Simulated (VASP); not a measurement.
Set up this calculation in VASP 6.6.1, as the native input.

| Item | Value |
| --- | --- |
| Task | single point |
| Functional | optB86b-vdW |
| Potentials or basis | VASP PAW PBE potentials, release 64 (N) |
| Cutoff | 400 eV |
| k mesh | 1 × 1 × 1 |
| Occupations | gaussian, width 0.01 eV |
| Spin | collinear spin, ferromagnetic start |
| Starting moments | [3.1] μB |
| Fixed moment | 3 μB |
| Further INCAR settings | ALGO = Normal; EDIFF = 1e-06; ISYM = 0 |

The structure of N lies in POSCAR:

```
N                                       
1.0
   10.5000000000      0.0000000000      0.0000000000
    0.0000000000     11.0000000000      0.0000000000
    0.0000000000      0.0000000000     11.5000000000
  N             
     1
Selective dynamics
Direct
     0.5000000000000000    0.5045454544999970    0.5000000000000000   F   F   F
```

One way to write it, as run:

INCAR

```
SYSTEM = N
PREC = Accurate ; ENCUT = 400
EDIFF = 1E-6 ; ISMEAR = 0
SIGMA = 0.01 ; LREAL = .FALSE.
LASPH = .TRUE. ; NELM = 80
ALGO = Normal ; ISIF = 2
LWAVE = .FALSE. ; LCHARG = .FALSE.
ISPIN = 2 ; MAGMOM = 3.1
LORBIT = 11 ; NUPDOWN = 3
GGA = MK ; LUSE_VDW = .TRUE.
AGGAC = 0.0 ; PARAM1 = 0.1234
PARAM2 = 1.0 ; ISYM = 0
```

KPOINTS

```
regular mesh
0
G
  1 1 1
  0 0 0
```

Potentials or basis: VASP PAW PBE potentials, release 64 (N).

Command:

```sh
$ cat potpaw_PBE.64/N/POTCAR > POTCAR
$ mpirun -np 4 vasp_gam > vasp.out
```

Results of the run:

```json
{
 "Net moment": "3.00 μB per cell",
 "Site moments": "N +1.91 μB",
 "Valence electrons inside the program's atomic spheres": "N 3.24"
}
```

Caveat: the total moment is fixed, so each spin has its own Fermi level.

Wall time 2.8 min on 4 MPI ranks on Intel(R) Xeon(R) 6975P-C (Granite Rapids) (shared host), peak memory 0.84 GiB a rank.
